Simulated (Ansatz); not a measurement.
Runs of Ansatz 0.2.0 on ZnO (zincite). The structure is hexagonal, space group P6_3mc (No. 186). The conventional cell has a = 3.249 Å, b = 3.249 Å, c = 5.206 Å, α = 90.00°, β = 90.00°, γ = 120.00°. Zn (site symmetry 3m) has 4 O at 1.97 to 1.98 Å as nearest neighbours. Around O (site symmetry 3m) lie 4 Zn at 1.97 to 1.98 Å. 

```csv
task,level,potentials or basis,cell,cutoff (eV),smearing,points for each segment of the path,gap on the mesh (eV),pressure (GPa),relaxed volume (Å³/atom),largest force (eV/Å)
band structure,LDA,Ansatz PAW,as given,420,fermi-dirac 0.05 eV,14,0.74,-7.1,-,(c)
relaxation of cell and atoms,m-r2SCAN,Ansatz PAW,relaxed,500,fermi-dirac 0.05 eV,-,1.24,0.0,11.81,-
relaxation of cell and atoms,BLYP+D4,Ansatz PAW,relaxed,420,fermi-dirac 0.05 eV,-,(a),0.0,12.13,-
single point,PBE,Ansatz PAW,as given,300,fermi-dirac 0.05 eV,-,0.84,(b),-,0.07
band structure,PBE,Ansatz NC,as given,1240,fermi-dirac 0.05 eV,14,0.85,4.7,-,0.07
Born charges and dielectric tensor,PBE,Ansatz PAW,as given,420,fixed,-,(d),-,-,-
```

Alike in all rows: no spin polarisation; k mesh 9 × 9 × 5.

Question: Fill in the values left out.

Answer: (a) 0.91; (b) 3.7; (c) 0.05; (d) 0.80.

Caveats: odd divisions of the mesh miss points on the zone boundary, where band edges often lie, so the gap on the mesh can be too wide (some runs); the PAW data sets come from PBE, with cores solved anew for the run's functional, which leaves a small shift of forces and pressure (some runs); the plane-wave basis is chosen anew once the cell has moved, so the energies of steps on either side of that aren't comparable (some runs); the pressure holds a Pulay correction of +22.8 GPa for the finite cutoff (some runs); the cutoff lies under the one recommended for these potentials (some runs).

A k mesh can miss the band edges.

The runs don't all hold the same shells in valence.
